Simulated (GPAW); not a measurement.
# Si2Ni (Fm-3m) in GPAW: settings compared

The runs below take Si2Ni through single point, energy-loss spectrum, eps q, phonons, with PBE+U, AM05+U, revTPSS+D3(op).

Program: GPAW 26.7.0. These are calculated values, not measurements. Logs are shortened: lines on timing, memory, paths and dates and some standing lists are left out, and cuts for length are marked. The log counts tension as positive stress, the text compression.

## Step 1: The structure

Symmetry: Fm-3m, No. 225, cubic system. The conventional cell has a = 5.406 Å, b = 5.406 Å, c = 5.406 Å, α = 90.00°, β = 90.00°, γ = 90.00°. Ni (site symmetry m-3m) has 8 Si at 2.34 Å as nearest neighbours. Si (site symmetry -43m) is surrounded by 4 Ni at 2.34 Å.

## Step 2: Single point, PBE+U, collinear spin, ferromagnetic start

The input, run.py:

```python
from ase.dft.bandgap import bandgap
from ase.io import read, write
from ase.units import GPa
from gpaw import GPAW, PW

atoms = read('Si2Ni.cif')
atoms.set_initial_magnetic_moments([2.0, 0.0, 0.0])

calc = GPAW(mode=PW(500),
            xc='PBE',
            kpts={'size': (7, 7, 7), 'gamma': True},
            occupations={'name': 'fermi-dirac', 'width': 0.05},
            setups={'Ni': 'v3:d,2.0'},
            nbands=-12,
            maxiter=120,
            txt='gpaw.txt')
atoms.calc = calc
energy = atoms.get_potential_energy()
forces = atoms.get_forces()
stress = atoms.get_stress()
calc.write('gs.gpw')
write('result.traj', atoms)
print(f'Energy: {energy:.6f} eV')
print('Forces (eV/A):')
print(forces.round(4))
print('Stress (GPa):', (stress / GPa).round(3))
print('Moments:', calc.get_magnetic_moments().round(3))
print('Fermi level:', round(calc.get_fermi_level(), 4), 'eV')
print(f'Gap: {bandgap(calc)[0]:.4f} eV, direct: {bandgap(calc, direct=True)[0]:.4f} eV')
```

The input, Si2Ni.cif:

```cif
data_Si2Ni
_cell_length_a 3.82261926
_cell_length_b 3.82261926
_cell_length_c 3.82261926
_cell_angle_alpha 60.00000000
_cell_angle_beta 60.00000000
_cell_angle_gamma 60.00000000
_space_group_name_H-M_alt 'P1'
_space_group_name_Hall 'P 1'
_space_group_IT_number 1
loop_
_space_group_symop_operation_xyz
'x,y,z'
loop_
_atom_site_label
_atom_site_type_symbol
_atom_site_symmetry_multiplicity
_atom_site_Wyckoff_symbol
_atom_site_fract_x
_atom_site_fract_y
_atom_site_fract_z
_atom_site_occupancy
Ni1 Ni 1 a 0.0000000000 0.0000000000 0.0000000000 1
Si1 Si 1 a 0.7500000000 0.7500000000 0.7500000000 1
Si2 Si 1 a 0.2500000000 0.2500000000 0.2500000000 1
```

Potentials or basis: GPAW PAW data sets (gpaw-data 1.2.1), newer versions, pw.

Launch:

```bash
> OMP_NUM_THREADS=1 python run.py
```

gpaw.txt:

```text
__  _  _
 | _ |_)|_||  |
 |__||  | ||/\| - 26.7.0

Input parameters:
  mode=PW(ecut=500.0),
  kpts=MonkhorstPack(size=(7, 7, 7), gamma=True),
  maxiter=120,
  nbands=-12,
  occupations=Occupations(name='fermi-dirac', width=0.05),
  setups={'Ni': 'v3:d,2.0'},
  xc=XC(name='PBE')

Diagonalizing LCAO Hamiltonian
Converting LCAO to pw mode

                       Si

            Si
       Ni

Atoms  # Å, Bohr magnetons
|   | symbol |        x |        y |        z |    initial magnetic moments |
|---|--------|----------|----------|----------|-----------------------------|
| 0 |     Ni | 0.000000 | 0.000000 | 0.000000 | ( 0.0000,  0.0000,  2.0000) |
| 1 |     Si | 5.733929 | 3.310485 | 2.340867 | ( 0.0000,  0.0000,  0.0000) |
| 2 |     Si | 1.911310 | 1.103495 | 0.780289 | ( 0.0000,  0.0000,  0.0000) |

Unit cell  # Å
| periodic |        x |        y |        z |  lengths |    angles |
|----------|----------|----------|----------|----------|-----------|
|      yes | 3.822619 | 0.000000 | 0.000000 | 3.822619 | 60.000000 |
|      yes | 1.911310 | 3.310485 | 0.000000 | 3.822619 | 60.000000 |
|      yes | 1.911310 | 1.103495 | 3.121156 | 3.822619 | 60.000000 |

Number of symmetries: 48
Symmetry operations  # r_c * U_cc + t_c -> r_c
|    | kind |            matrix            |
|----|------|------------------------------|
|  0 |  σ   |  1, 0, 0,  1, 0,-1,  1,-1, 0 |
|  1 |  C2  |  1, 0, 0,  1,-1, 0,  1, 0,-1 |
|  2 |  E   |  1, 0, 0,  0, 1, 0,  0, 0, 1 |
|  3 |  σ   |  1, 0, 0,  0, 0, 1,  0, 1, 0 |
|  4 |  C4  |  1, 0,-1,  1, 0, 0,  1,-1, 0 |
|  5 |  S6  |  1, 0,-1,  1,-1, 0,  1, 0, 0 |
|  6 |  σ   |  1, 0,-1,  0, 1,-1,  0, 0,-1 |
|  7 |  C3  |  1, 0,-1,  0, 0,-1,  0, 1,-1 |
|  8 |  S6  |  1,-1, 0,  1, 0, 0,  1, 0,-1 |
|  9 |  C4  |  1,-1, 0,  1, 0,-1,  1, 0, 0 |
| 10 |  C3  |  1,-1, 0,  0,-1, 1,  0,-1, 0 |
| 11 |  σ   |  1,-1, 0,  0,-1, 0,  0,-1, 1 |
| 12 |  σ   |  0, 1, 0,  1, 0, 0,  0, 0, 1 |
| 13 |  C4  |  0, 1, 0,  0, 1,-1, -1, 1, 0 |
| 14 |  C3  |  0, 1, 0,  0, 0, 1,  1, 0, 0 |
| 15 |  S6  |  0, 1, 0, -1, 1, 0,  0, 1,-1 |
| 16 |  C2  |  0, 1,-1,  1, 0,-1,  0, 0,-1 |
| 17 |  σ   |  0, 1,-1,  0, 1, 0, -1, 1, 0 |
| 18 |  S4  |  0, 1,-1,  0, 0,-1,  1, 0,-1 |
| 19 |  C4  |  0, 1,-1, -1, 1, 0,  0, 1, 0 |
| 20 |  C3  |  0, 0, 1,  1, 0, 0,  0, 1, 0 |
| 21 |  σ   |  0, 0, 1,  0, 1, 0,  1, 0, 0 |
| 22 |  S6  |  0, 0, 1,  0,-1, 1, -1, 0, 1 |
| 23 |  C4  |  0, 0, 1, -1, 0, 1,  0,-1, 1 |
| 24 |  S4  |  0, 0,-1,  1, 0,-1,  0, 1,-1 |
| 25 |  C3  |  0, 0,-1,  0, 1,-1,  1, 0,-1 |
| 26 |  C2  |  0, 0,-1,  0,-1, 0, -1, 0, 0 |
| 27 |  S6  |  0, 0,-1, -1, 0, 0,  0,-1, 0 |
| 28 |  S4  |  0,-1, 1,  1,-1, 0,  0,-1, 0 |
| 29 |  C4  |  0,-1, 1,  0, 0, 1, -1, 0, 1 |
| 30 |  C2  |  0,-1, 1,  0,-1, 0,  1,-1, 0 |
| 31 |  σ   |  0,-1, 1, -1, 0, 1,  0, 0, 1 |
| 32 |  C3  |  0,-1, 0,  1,-1, 0,  0,-1, 1 |
| 33 |  S6  |  0,-1, 0,  0, 0,-1, -1, 0, 0 |
| 34 |  S4  |  0,-1, 0,  0,-1, 1,  1,-1, 0 |
| 35 |  C2  |  0,-1, 0, -1, 0, 0,  0, 0,-1 |
| 36 |  C2  | -1, 1, 0,  0, 1, 0,  0, 1,-1 |
| 37 |  S6  | -1, 1, 0,  0, 1,-1,  0, 1, 0 |
| 38 |  S4  | -1, 1, 0, -1, 0, 1, -1, 0, 0 |
| 39 |  C3  | -1, 1, 0, -1, 0, 0, -1, 0, 1 |
| 40 |  S6  | -1, 0, 1,  0, 0, 1,  0,-1, 1 |
| 41 |  C2  | -1, 0, 1,  0,-1, 1,  0, 0, 1 |
| 42 |  C3  | -1, 0, 1, -1, 1, 0, -1, 0, 0 |
| 43 |  S4  | -1, 0, 1, -1, 0, 0, -1, 1, 0 |
| 44 |  C2  | -1, 0, 0,  0, 0,-1,  0,-1, 0 |
| 45 |  i   | -1, 0, 0,  0,-1, 0,  0, 0,-1 |
| 46 |  σ   | -1, 0, 0, -1, 1, 0, -1, 0, 1 |
| 47 |  C2  | -1, 0, 0, -1, 0, 1, -1, 1, 0 |

BZ-sampling:
  Number of BZ points: 343
  Number of IBZ points: 20

  Monkhorst-Pack size: [7, 7, 7]
  Monkhorst-Pack shift: [0, 0, 0]

K-points  # in reciprocal-cell coordinates
|     |                                coordinates |     weight |
|-----|--------------------------------------------|------------|
|   0 | (  0.00000000,   0.00000000,   0.00000000) | 0.00291545 |
|   1 | (  0.14285714,   0.14285714,   0.00000000) | 0.01749271 |
|   2 | (  0.14285714,   0.14285714,   0.14285714) | 0.02332362 |
|   3 | (  0.28571429,   0.14285714,   0.14285714) | 0.03498542 |
|   4 | (  0.28571429,   0.28571429,   0.00000000) | 0.01749271 |
|   5 | (  0.28571429,   0.28571429,   0.14285714) | 0.06997085 |
|   6 | (  0.28571429,   0.28571429,   0.28571429) | 0.02332362 |
|   7 | (  0.42857143,  -0.28571429,  -0.28571429) | 0.03498542 |
|   8 | (  0.42857143,   0.28571429,  -0.42857143) | 0.13994169 |
|   9 | (  0.42857143,   0.28571429,  -0.28571429) | 0.06997085 |
| ... |                                            |            |
|  19 | (  0.42857143,   0.42857143,   0.42857143) | 0.02332362 |

Plane wave coefficients: 1013
Cutoff: 500.0 eV

Spin-components: 2 (collinear spins)
Bands:           26
Projectors:      16
Spin-degeneracy: 1
Datatype:        complex128

Parallelization:
  kpt:    1
  domain: 1
  band:   1

Density:
  Valence electrons: 26.0
  Components: 2
  Grid points: [20 20 20]
  Charge: 0.0  # |e|

Potential:
  Grid points: [20 20 20]

species:
  Ni:
    name:    Nickel
    Z:       28.0
    valence: 18
    core:    10
    charge:  0.0  # [|e|]
    Hubbard: {U: 2.0,  # eV
              l: 2,
              scale: True}
    compensation charges:
      type: gauss
      rc: 0.30  # [Å]
      lmax: 2
    cutoffs:
      filter: 1.95  # [Å]
      core: 0.75  # [Å]
    projectors
    | kind |    occ | energy [eV] | rcut [Å] |
    |------|--------|-------------|----------|
    |   3s |  2.000 |    -111.059 |    1.058 |
    |   4s |  2.000 |      -5.643 |    1.058 |
    |   3p |  6.000 |     -71.388 |    1.005 |
    |   4p |  0.000 |      -1.225 |    1.005 |
    |   3d |  8.000 |      -8.874 |    1.111 |
    |    d |        |      18.338 |    1.111 |

    Using partial waves for Ni as LCAO basis

  Si:
    name:    Silicon
    Z:       14.0
    valence: 4
    core:    10
    charge:  0.0  # [|e|]
    compensation charges:
      type: gauss
      rc: 0.33  # [Å]
      lmax: 2
    cutoffs:
      filter: 1.86  # [Å]
      core: 2.06  # [Å]
    projectors
    | kind |    occ | energy [eV] | rcut [Å] |
    |------|--------|-------------|----------|
    |   3s |  2.000 |     -10.812 |    1.058 |
    |   3p |  2.000 |      -4.081 |    1.058 |
    |    s |        |      16.399 |    1.058 |
    |    p |        |      23.130 |    1.058 |
    |    d |        |       0.000 |    1.058 |

    Using partial waves for Si as LCAO basis

Reference energy: -57148.375843  # eV

eigensolver:
  PPCG
  Converge bands: occupied
  niter=2

density mixing:
  MSR1-Mixer
  Pratt-step length: 0.05
  Maximum mixing coefficient: 0.75
  Old densities: 10
  SVD Regularization: 0.005
  Good broyden scale: 1.0
  Trust region scale: 1.0
  Backstep threshold: 4.0
  History deletion threshold: 6.0
  Fourier metric: weight=20.0, sigma=0.015

occupation numbers:
  Fermi-Dirac:
    width: 0.0500  # eV

poisson solver:
  ecut: 4000.0  # eV

xc functional:
  name: PBE with 2 nearest neighbor stencil

convergence criteria:
- Maximum [total energy] change in last 3 cyles: 0.0005 eV / valence electron
- Maximum integral of absolute [dens]ity change: 0.0001 electrons / valence electron
- Maximum integral of absolute [eigenst]ate change: 4e-08 eV^2 / valence electron
maximum number of iterations: 120

SCF iterations
|iter     | |      energy | eigst |  dens |  magmom |
|---------|-|-------------|-------|-------|---------|
|iter:   1| |  -17.441486 | +0.35 |       |  +2.0033|
|iter:   2| |  -17.253728 | -2.04 | -0.85 |  +1.9168|
|iter:   3| |  -17.419474 | -2.83 | -0.89 |  +1.2181|
|iter:   4| |  -17.720925 | -1.63 | -1.14 |  +0.3479|
|iter:   5| |  -17.658287 | -2.11 | -1.45 |  +0.2157|
|iter:   6| |  -17.677339 | -2.88 | -1.70 |  -0.0096|
|iter:   7| |  -17.680922 | -4.01 | -2.10 |  +0.0123|
|iter:   8| |  -17.681735c| -4.16 | -2.45 |  +0.0198|
|iter:   9| |  -17.681793c| -5.42 | -3.08 |  +0.0116|
|iter:  10| |  -17.681815c| -5.76 | -3.40 |  +0.0027|
|iter:  11| |  -17.681816c| -6.96 | -4.11c|  +0.0006|
|iter:  12| |  -17.681816c| -8.01c| -4.67c|  +0.0001|

Converged in 12 steps
Energy contributions relative to reference atoms: (reference = -57148.375843)

Energy contributions:
  Kinetic:          20.215809
  Coulomb:         -13.940437
  Zero:             -0.119897
  External:          0.000000
  Xc:              -23.833802
  Entropy:          -0.006979
  Spinorbit:         0.000000
  ----------------------------
  Free energy:     -17.685305
  Extrapolated:    -17.681816

dipole moment: (-22.663527, -13.084794, -9.252346)  # |e|*Ang

Total magnetic moment: (0.000000, 0.000000, 0.000091)

Local magnetic moments
|        x |        y |        z |
|----------|----------|----------|
| 0.000000 | 0.000000 | 0.000051 |  # Ni   0
| 0.000000 | 0.000000 | 0.000012 |  # Si   1
| 0.000000 | 0.000000 | 0.000012 |  # Si   2

Fermi level: 9.991
Eigenvalues  # (at kpt = [0.000, 0.000, 0.000])
| band index |      eig [eV] | occ [0-1] |      eig [eV] | occ [0-1] |
|------------|---------------|-----------|---------------|-----------|
|          0 |       -93.938 |     1.000 |       -93.938 |     1.000 |
|        ... |               |           |               |           |
|          3 |       -54.349 |     1.000 |       -54.349 |     1.000 |
|          4 |        -3.756 |     1.000 |        -3.756 |     1.000 |
|          5 |         4.790 |     1.000 |         4.790 |     1.000 |
|          6 |         4.790 |     1.000 |         4.790 |     1.000 |
|          7 |         4.790 |     1.000 |         4.790 |     1.000 |
|          8 |         6.313 |     1.000 |         6.313 |     1.000 |
[... 8 lines left out ...]
|         17 |        14.817 |     0.000 |        14.817 |     0.000 |
|         18 |        14.817 |     0.000 |        14.817 |     0.000 |
|        ... |               |           |               |           |
|         25 |        31.067 |     0.000 |        31.067 |     0.000 |

No gap
No difference between direct/indirect transitions

Forces  # eV/Ang
|        x |        y |        z |
|----------|----------|----------|
| -0.00000 |  0.00000 | -0.00000 |  # Ni   0
|  0.00000 |  0.00000 |  0.00000 |  # Si   1
|  0.00000 | -0.00000 | -0.00000 |  # Si   2

Stress tensor  # eV/Ang^3
|         x |         y |         z |
|-----------|-----------|-----------|
| -0.011217 |  0.000000 | -0.000000 |
|  0.000000 | -0.011217 |  0.000000 |
|  0.000000 |  0.000000 | -0.011217 |

# Writing to gs.gpw (mode='')
```

Wall time 49 s (1 thread of Arm Neoverse N1, shared host); peak memory 0.16 GiB.

What came out:

* Free energy: -17.6853 eV
* Pressure: 1.8 GPa
* Band gap on the k mesh: none (metal or under the smearing width)
* Net moment: 0.00 μB per cell

Caveat: the cutoff is short for stress and forces, so pressures can be off by a GPa or more; the starting moments collapsed, and a magnetic state may lie lower; the U is typed as a test and isn't derived for this compound. The state reached can hang on the start; a lower one may exist.

## Step 3: Single point, AM05+U, collinear spin, ferromagnetic start

Changes to run.py since step 2:

```diff
@@ -1,15 +1,25 @@
+from ase import Atoms
 from ase.dft.bandgap import bandgap
-from ase.io import read, write
+from ase.io import write
 from ase.units import GPa
-from gpaw import GPAW, PW
+from gpaw import GPAW, PW, setup_paths
 
-atoms = read('Si2Ni.cif')
+setup_paths.insert(0, '.')
+
+atoms = Atoms(['Ni', 'Si', 'Si'],
+              cell=[[0.0, 2.703, 2.703],
+                    [2.703, 0.0, 2.703],
+                    [2.703, 2.703, 0.0]],
+              scaled_positions=[[0.0, 0.0, 0.0],
+                                [0.75, 0.75, 0.75],
+                                [0.25, 0.25, 0.25]],
+              pbc=True)
 atoms.set_initial_magnetic_moments([2.0, 0.0, 0.0])
 
-calc = GPAW(mode=PW(500),
-            xc='PBE',
+calc = GPAW(mode=PW(400),
+            xc='AM05',
             kpts={'size': (7, 7, 7), 'gamma': True},
             occupations={'name': 'fermi-dirac', 'width': 0.05},
-            setups={'Ni': 'v3:d,2.0'},
-            nbands=-12,
+            setups={'Ni': ':d,8.0'},
+            nbands=24,
             maxiter=120,
```

Potentials or basis: PAW data sets generated in the run's folder for this functional, pw.

Launch:

```bash
> gpaw-setup -f AM05 Ni Si
> OMP_NUM_THREADS=1 python run.py
```

Run time: 30 s. Hardware: 1 thread of Arm Neoverse V2, shared host; peak memory 0.15 GiB.

The run converged, but some of its settings lie outside the range that counts as converged, so its numbers aren't taken as properties of the crystal.

What came out:

```yaml
Free_energy: -15.6566 eV
Pressure: -6.0 GPa
Band_gap_on_the_k_mesh: none (metal or under the smearing width)
Net_moment: 0.00 μB per cell
```

Caveat: the cutoff is short for stress and forces, so pressures can be off by a GPa or more; the starting moments collapsed, and a magnetic state may lie lower; the stock nickel data set gives pressures a few GPa off other programs; the U is typed as a test and isn't derived for this compound.

[end of part 1 of 3]
